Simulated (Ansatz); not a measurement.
The system is SiC (Moissanite).

```
Si C
1.0
     3.07600    0.00000    0.00000
    -1.53800    2.66389    0.00000
     0.00000    0.00000    5.04800
Si C
2 2
Direct
  0.66667 0.33333 0.50000
  0.33333 0.66667 0.00000
  0.66667 0.33333 0.88500
  0.33333 0.66667 0.38500
```

```yaml
Program: Ansatz 0.2.0
Task: relaxation of cell and atoms
Functional: PBE
Potentials_or_basis: Ansatz PAW
Cutoff: "420 eV (not typed: the program's choice for these potentials)"
k_mesh: 10 × 10 × 5
Occupations: fermi-dirac, width 0.05 eV
Spin: no spin polarisation
```

At the start: volume 10.34 Å³/atom.

Q: Where does the relaxation end?

A: It ends after 8 steps and the volume is 10.50 Å³/atom (+1.6 %); space group P6_3mc (No. 186, to 0.05 Å).

The path:
| step | energy change (eV) | largest force (eV/Å) | volume (Å³) |
| --- | --- | --- | --- |
| 1 | 0.0000 | 0.7527 | 41.36 |
| 2 | -0.0255 | 0.4340 | 41.72 |
| 3 | -0.0385 | 0.1264 | 42.12 |
| 4 | -0.0418 | 0.0028 | 42.00 |
| 5 | -0.0418 | 0.0001 | 42.00 |
| 6 | -0.0430 | 0.0000 | 42.00 |
| 7 | -0.0430 | 0.0008 | 42.01 |
| 8 | -0.0430 | 0.0008 | 42.01 |

Final structure:
```xyz
4
Lattice="3.0919 0.0000 0.0000 -1.5459 2.6776 0.0000 0.0000 0.0000 5.0742" Properties=species:S:1:pos:R:3 pbc="T T T"
Si    1.5459    0.8925    2.5604
Si    0.0000    1.7851    0.0233
C     1.5459    0.8925    4.4674
C     0.0000    1.7851    1.9303
```

Caveat: the plane-wave basis is chosen anew once the cell has moved, so the energies of steps on either side of that aren't comparable.
